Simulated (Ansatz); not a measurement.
Here is an Ansatz 0.2.0 calculation.

File input.yaml:

```yaml
crystal:
  lattice:
    - [0.0, 2.2535006075, 2.2535006075]
    - [2.2535006075, 0.0, 2.2535006075]
    - [2.2535006075, 2.2535006075, 0.0]
  atoms:
    - { symbol: Ga, position: [0.0, 0.0, 0.0] }
    - { symbol: "N", position: [0.25, 0.25, 0.25] }
hamiltonian:
  xc: pbe
  pseudopotentials: { kind: paw }
kpoints:
  mp_grid: { grid: [10, 10, 10] }
scf:
  occupations: { method: gaussian, width: 0.015 }
output:
  forces: true
  stress: true
  eigenvalues: true
```

Potentials or basis: Ansatz PAW.

Launch:

```console
$ ansatz run input.yaml --threads 2 --pin off --max-ram 5632MiB --backend cpu --events-out ev --progress --plain --runs-dir out
```

(1) What does it give for the band gap on the k mesh?

(2) Predict the pressure.

Results:

(1) 1.72 eV, direct.

(2) 5.0 GPa.

Caveat: the pressure holds a Pulay correction of +0.5 GPa for the finite cutoff.

**Experimental background.**

From a printed reference work, textbook, for a bulk crystal of GaN at 0 K: band gap 3.299 eV (direct).

Against the measured gap of GaN, 3.299 eV (direct; 0 K; a printed reference work, textbook), the calculated 1.72 eV is off by -1.58 eV. Spin-orbit coupling on Ga is left out. The value is that of PBE, without temperature or zero-point motion. Semilocal functionals fall short of measured gaps as a rule. The cell is a database's relaxed one, not the measured one, which moves gaps too.
